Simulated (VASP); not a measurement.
# GaN (P6_3mc) in VASP: a series of runs

One crystal, GaN, is run at these levels: PBE; tasks: single point.

Program: VASP 6.6.1. These are calculated values, not measurements. Logs are shortened: lines on timing, memory, paths and dates and some standing lists are left out, and cuts for length are marked.

### Step 1. Starting point

The structure is hexagonal, space group P6_3mc (No. 186). Conventional cell: a = 3.180 Å, b = 3.180 Å, c = 5.166 Å, α = 90.00°, β = 90.00°, γ = 120.00°. Around Ga (site symmetry 3m) lie 4 N at 1.94 to 1.95 Å. Around N (site symmetry 3m) lie 4 Ga at 1.94 to 1.95 Å.

### Step 2. Single point, PBE

Input file INCAR:

```
PREC = Accurate
ENCUT = 450
EDIFF = 1E-4
ISMEAR = 0
SIGMA = 0.05
LREAL = F
LASPH = T
NELM = 100
ALGO = Normal
ISIF = 2
LWAVE = F
LCHARG = F
GGA = PE
ADDGRID = F
```

Input file KPOINTS:

```
Automatic mesh
0
Gamma
  5 5 3
```

Input file POSCAR:

```
GaN
1.0
    3.1800000000      0.0000000000      0.0000000000
   -1.5900000000      2.7539607840      0.0000000000
    0.0000000000      0.0000000000      5.1660000000
Ga N
2 2
Direct
    0.6666666667      0.3333333333      0.5000000000
    0.3333333333      0.6666666667      0.0000000000
    0.6666666667      0.3333333333      0.8750000000
    0.3333333333      0.6666666667      0.3750000000
```

Potentials or basis: VASP PAW PBE potentials, release 64 (Ga, N).

On the command line:

```sh
> cat potpaw_PBE.64/Ga/POTCAR potpaw_PBE.64/N/POTCAR > POTCAR
> mpirun -np 1 vasp_std > vasp.out
```

OUTCAR:

```text
PREC = Accurate
   ENCUT = 450
   EDIFF = 1E-4
   ISMEAR = 0
   LREAL = F
   LASPH = T
   NELM = 100
   ISIF = 2
   GGA = PE

 Found     10 irreducible k-points:

 Following reciprocal coordinates:
            Coordinates               Weight
  0.000000  0.000000  0.000000      1.000000
  0.200000  0.000000  0.000000      6.000000
  0.400000  0.000000  0.000000      6.000000
  0.200000  0.200000  0.000000      6.000000
  0.400000  0.200000  0.000000      6.000000
  0.000000  0.000000  0.333333      2.000000
   k-points           NKPTS =     10   k-points in BZ     NKDIM =     10   number of bands    NBANDS=     12
   number of dos      NEDOS =    301   number of ions     NIONS =      4
   total plane-waves  NPLWV =  20736
   dimension x,y,z NGX =    24 NGY =   24 NGZ =   36
   dimension x,y,z NGXF=    48 NGYF=   48 NGZF=   72
   ions per type =               2   2
   NGX,Y,Z   is equivalent  to a cutoff of  12.55, 12.55, 11.59 a.u.
   NGXF,Y,Z  is equivalent  to a cutoff of  25.09, 25.09, 23.17 a.u.
 SYSTEM =  unknown system
   PREC   = accura    normal or accurate (medium, high low for compatibility)
   ISTART =      0    job   : 0-new  1-cont  2-samecut
   ICHARG =      2    charge: 1-file 2-atom 10-const
   ISPIN  =      1    spin polarized calculation?
   LNONCOLLINEAR =      F non collinear calculations
   LSORBIT =      F    spin-orbit coupling
   LASPH  =      T    aspherical Exc in radial PAW
   ENCUT  =  450.0 eV  33.07 Ry    5.75 a.u.   5.50  5.50  8.94*2*pi/ulx,y,z
   NELM   =    100;   NELMIN=  2; NELMDL= -5     # of ELM steps
   EDIFF  = 0.1E-03   stopping-criterion for ELM
   LREAL  =      F    real-space projection
   EDIFFG = 0.1E-02   stopping-criterion for IOM
   NSW    =      0    number of steps for IOM
   IBRION =     -1    ionic relax: 0-MD 1-quasi-New 2-CG
   NFREE  =      0    steps in history (QN), initial steepest desc. (CG)
   ISIF   =      2    stress and relaxation
   ISYM   =      2    0-nonsym 1-usesym 2-fastsym
   POTIM  = 0.5000    time-step for ionic-motion
   TEBEG  =    0.0;   TEEND  =   0.0 temperature during run
   PSTRESS=    0.0 pullay stress
   NELECT =      16.0000    total number of electrons
   NUPDOWN=      -1.0000    fix difference up-down
   EMIN   =  10.00;   EMAX   =-10.00  energy-range for DOS
   EFERMI =   0.00;   METHOD = LEGACY
   ISMEAR =     0;   SIGMA  =   0.05  broadening in eV -4-tet -1-fermi 0-gaus
   EFERMI_NEDOS =   21; number of points for ismear=-14 and -15
   IALGO  =     38    algorithm
   IMIX   =      4    mixing-type and parameters
     AMIX     =   0.40;   BMIX     =  1.00
     AMIX_MAG =   1.60;   BMIX_MAG =  1.00
  volume/ion in A,a.u.               =      11.31        76.33
  Fermi-wavevector in a.u.,A,eV,Ry     =   1.157715  2.187764 18.235949  1.340304
  Thomas-Fermi vector in A             =   2.294324
   LORBIT       =      0    0 simple, 1 ext, 2 COOP (PROOUT), +10 PAW based schemes
   GGA     = PE    functional components
   LHFCALC =     F    Hartree Fock is set to
   AEXX    =    0.0000 exact exchange contribution
   IVDW    =     0    specifies the selected vdW correction
   LEPSILON=     F    determine dielectric tensor
   LRPA    =     F    only Hartree local field effects (RPA)
 non-spin polarized calculation
 Gauss-broadening in eV      SIGMA  =   0.05
  energy-cutoff  :      450.00
  volume of cell :       45.24
 maximum number of plane-waves:      1002
 NGX is ok and might be reduce to    24
   NGX = 11   NGY = 11   NGZ = 17

 number of electron      15.9999999 magnetization

 Free energy of the ion-electron system (eV)
  ---------------------------------------------------
  ext. energy  EPLUGINS =         0.00000000
  ---------------------------------------------------
  free energy    TOTEN  =       -24.20810000 eV

  energy without entropy =      -24.20810000  energy(sigma->0) =      -24.20810000

 E-fermi :   3.3593     XC(G=0): -10.9081

 val. band max:        3.0824616578   @ k =   0.0000   0.0000   0.0000
 cond. band min:       5.1332442958   @ k =   0.0000   0.0000   0.0000
 fundamental gap:      2.0507826380
 Fermi energy:         3.3593103034

 k-point     1 :       0.0000    0.0000    0.0000
  band No.  band energies     occupation
      1     -12.9151      2.00000
      2     -10.4979      2.00000
      3      -3.9951      2.00000
      4       2.0344      2.00000
      5       2.0344      2.00000
      6       3.0235      2.00000
      7       3.0825      2.00000
      8       3.0825      2.00000
      9       5.1332      0.00000
     10       7.4946      0.00000
     11      12.4138      0.00000
     12      13.1283      0.00000

 k-point     2 :       0.2000    0.0000    0.0000
  band No.  band energies     occupation
      1     -12.3754      2.00000
      2     -10.1645      2.00000
      3      -3.4488      2.00000
      4      -0.1991      2.00000
      5       0.8636      2.00000
      6       1.3504      2.00000
      7       2.5979      2.00000
      8       2.7536      2.00000
      9       7.0144      0.00000
     10       9.0320      0.00000
     11      11.0098      0.00000
     12      11.9610      0.00000

 k-point     3 :       0.4000    0.0000    0.0000
  band No.  band energies     occupation
      1     -11.0540      2.00000
      2      -9.7375      2.00000
      3      -3.1118      2.00000
      4      -1.9345      2.00000
      5      -1.3482      2.00000
      6       0.4815      2.00000
      7       1.2715      2.00000
      8       2.2020      2.00000
      9       8.2436      0.00000
     10       8.8457      0.00000
     11       9.4749      0.00000
     12      11.7558      0.00000

 k-point     4 :       0.2000    0.2000    0.0000
  band No.  band energies     occupation
      1     -11.4161      2.00000
      2      -9.7531      2.00000
      3      -2.6991      2.00000
      4      -1.3574      2.00000
      5      -1.3200      2.00000
      6       0.0890      2.00000
      7       1.6386      2.00000
      8       1.7705      2.00000
      9       8.8652      0.00000
     10       9.7044      0.00000
     11      10.7153      0.00000
     12      10.7975      0.00000

 k-point     5 :       0.4000    0.2000    0.0000
  band No.  band energies     occupation
      1     -10.3615      2.00000
      2      -9.7829      2.00000
      3      -2.9611      2.00000
      4      -2.0619      2.00000
      5      -1.3250      2.00000
      6      -0.5050      2.00000
      7       0.5847      2.00000
      8       0.9383      2.00000
      9       8.6086      0.00000
     10      10.1660      0.00000
     11      10.3281      0.00000
     12      11.6333      0.00000

 k-point     6 :       0.0000    0.0000    0.3333
  band No.  band energies     occupation
      1     -12.4802      2.00000
      2     -11.3418      2.00000
      3      -2.3753      2.00000
      4       0.7365      2.00000
      5       2.2850      2.00000
      6       2.2850      2.00000
      7       2.8085      2.00000
      8       2.8086      2.00000
      9       6.8011      0.00000
     10       7.6282      0.00000
     11      11.8323      0.00000
     12      12.3084      0.00000

 [... further k-points ...]

------------------------ aborting loop because EDIFF is reached ----------------------------------------

  FORCE on cell =-STRESS in cart. coord.  units (eV):
  Direction    XX          YY          ZZ          XY          YZ          ZX
  --------------------------------------------------------------------------------------
  -------------------------------------------------------------------------------------
  Total        3.4411503      3.4411503      3.9875304      0.0000000     -0.0000000     -0.0000000
  in kB      121.8638648    121.8638648    141.2132077      0.0000000     -0.0000000     -0.0000000
  external PRESSURE =     128.3136458 kB  Pullay stress =       0.0000000 kB

 VOLUME and BASIS-vectors are now :
 -----------------------------------------------------------------------------
  energy-cutoff  :      450.00
  volume of cell :       45.24
      direct lattice vectors                 reciprocal lattice vectors
     3.180000000  0.000000000  0.000000000     0.314465409  0.181556688  0.000000000
    -1.590000000  2.753960784  0.000000000     0.000000000  0.363113377  0.000000000
     0.000000000  0.000000000  5.166000000     0.000000000  0.000000000  0.193573364

 POSITION                                       TOTAL-FORCE (eV/Angst)
 -----------------------------------------------------------------------------------
      1.59000      0.91799      2.58300        -0.000000      0.000000     -0.171032
     -0.00000      1.83597      0.00000         0.000000     -0.000000     -0.171032
      1.59000      0.91799      4.52025        -0.000000      0.000000      0.171032
     -0.00000      1.83597      1.93725         0.000000      0.000000      0.171032
 -----------------------------------------------------------------------------------
    total drift:                               -0.000000     -0.000000     -0.000565

  FREE ENERGIE OF THE ION-ELECTRON SYSTEM (eV)
  ---------------------------------------------------
  free  energy   TOTEN  =       -24.2080999990 eV

  energy  without entropy=      -24.2080999990  energy(sigma->0) =      -24.20810000
```

Wall time 4 s (1 thread of Intel Xeon 6975P-C (Granite Rapids), shared host); peak memory 0.15 GiB.

These settings aren't checked as converged: the numbers below hold their error.

What came out:

```
Free energy            : -24.2081 eV
Largest force          : 0.171 eV/Å
Band gap on the k mesh : 2.05 eV, direct
```

Caveat: the k mesh is coarse (spacing up to 0.46 Å⁻¹), so the values aren't converged; the cutoff is under 1.25 times the usual one of these potentials, so pressure, stress and relaxed cells hold a basis-set (Pulay) error.

### Step 3. Single point, PBE

INCAR is that of step 2.

KPOINTS is that of step 2.

Input file POSCAR:

```
GaN
1.0
    3.1800000000      0.0000000000      0.0000000000
   -1.5900000000      2.7539607840      0.0000000000
    0.0000000000      0.0000000000      5.1660000000
Ga N
2 2
Direct
    0.6521390000      0.3316270000      0.5245870000
    0.3764220000      0.6884330000      0.0161300000
    0.6603830000      0.3218970000      0.8783140000
    0.3311160000      0.6688000000      0.3826530000
```

Potentials or basis: VASP PAW PBE potentials, release 64 (Ga, N).

On the command line:

```sh
> cat potpaw_PBE.64/Ga/POTCAR potpaw_PBE.64/N/POTCAR > POTCAR
> mpirun -np 1 vasp_std > vasp.out
```

Wall time 7.7 s (1 thread of Intel Xeon 6975P-C (Granite Rapids), shared host); peak memory 0.16 GiB.

These settings aren't checked as converged: the numbers below hold their error.

What came out:

* Free energy: -23.9289 eV
* Largest force: 2.696 eV/Å
* Band gap on the k mesh: 1.84 eV, direct

Caveat: the k mesh is coarse (spacing up to 0.46 Å⁻¹), so the values aren't converged; the cutoff is under 1.25 times the usual one of these potentials, so pressure, stress and relaxed cells hold a basis-set (Pulay) error.

### Step 4. For comparison

An earlier run on the cell as given: functional PBEsol; potentials or basis VASP PAW PBE potentials, release 64 (Ga_d, N); cutoff 520 eV; k mesh 10 × 10 × 5; occupations fermi-dirac, width 0.05 eV; no spin polarisation.

* Pressure: 0.8 GPa
* Largest force: 0.131 eV/Å
* Band gap on the k mesh: 1.93 eV, direct
